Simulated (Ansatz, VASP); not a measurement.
**One calculation of Pt, two programs**

Contents of INCAR:

```
ALGO = Fast ; EDIFF = 1E-6
ENCUT = 520 ; GGA = PS
ISIF = 2 ; ISMEAR = 0
LASPH = True ; LCHARG = False
LREAL = False ; LWAVE = False
NBANDS = 11 ; NELM = 80
PREC = Accurate ; SIGMA = 0.15
```

KPOINTS

```
k-points
0
Gamma
  20 20 20
```

POSCAR

```
Pt
1.0
    0.0000000000      2.0557950000      1.9579000000
    2.0557950000      0.0000000000      1.9579000000
    2.0557950000      2.0557950000      0.0000000000
Pt
1
Direct
    0.0000000000      0.0000000000      0.0000000000
```

Input for Ansatz:

```yaml
crystal:
  lattice:
    - [0.0, 2.055795, 1.9579]
    - [2.055795, 0.0, 1.9579]
    - [2.055795, 2.055795, 0.0]
  atoms:
    - { symbol: Pt, position: [0.0, 0.0, 0.0] }
basis:
  ecutwfc: 420
kpoints:
  mp_grid: { grid: [20, 20, 20] }
hamiltonian:
  xc: pbesol
scf:
  occupations: { method: gaussian, width: 0.15 }
output:
  forces: true
  stress: true
  eigenvalues: true
```

Change from the starting cell: strain +0.050 along x and y, +0.000 along z, atoms carried along.

Alike in both runs: task single point; functional PBEsol; k mesh 20 × 20 × 20; occupations gaussian, width 0.15 eV; no spin polarisation.

```csv
,VASP,Ansatz
version,VASP 6.6.1,Ansatz 0.2.0
potentials or method,"VASP PAW PBE potentials, release 64 (Pt)","scalar-relativistic, plane waves, PAW"
plane-wave cutoff (eV),520,420
valence electrons in the cell,10,18
```

VASP gave:

```
gap on the k mesh at the Fermi level (eV)       : none
pressure (GPa)                                  : -21.3
largest component of the traceless stress (GPa) : 1.70
```

Question: What did Ansatz give for the same quantities?

Answer: gap on the k mesh at the Fermi level (eV): none; pressure (GPa): -21.0; largest component of the traceless stress (GPa): 1.71.

A gap of «none» marks a metal or a gap that the smearing closes. The two sets of potentials don't hold the same shells in valence.

Caveats: so large a pressure means that the cell lies far from this level's equilibrium, or that cutoff or potentials fall short (VASP); the potentials were made for another functional, which shifts forces and pressure (VASP). Spin-orbit coupling is left out, which matters for the levels of Pt.
